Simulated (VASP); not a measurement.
S, 1 atom in the cell. The cell holds a molecule in a box, 1 atom: a = 10.500 Å, b = 11.000 Å, c = 11.500 Å, α = 90.00°, β = 90.00°, γ = 90.00°. 

```yaml
Program: VASP 6.6.1
Task: single point
Functional: RPBE
Potentials_or_basis: VASP PAW PBE potentials, release 64 (S)
Cutoff: 400 eV
k_mesh: 1 × 1 × 1
Occupations: gaussian, width 0.01 eV
Spin: collinear spin, ferromagnetic start
Starting_moments: "[2.1] μB"
Fixed_moment: 2 μB
Further_INCAR_settings: ALGO = Normal; EDIFF = 1e-06; NBANDS = 13; ISYM = 0
```

Potentials or basis: VASP PAW PBE potentials, release 64 (S).

Command:

```console
$ cat potpaw_PBE.64/S/POTCAR > POTCAR
$ mpirun -np 1 vasp_gam > vasp.out
```

Hardware: 1 thread of Intel(R) Xeon(R) 6975P-C (Granite Rapids), with other jobs on the host.

Problem. Estimate the wall time of this run.

Solution. Wall time 86 s on 1 thread of Intel(R) Xeon(R) 6975P-C (Granite Rapids), with other jobs on the host, peak memory 1 GiB. Counts: scf iterations 33, k points 1.
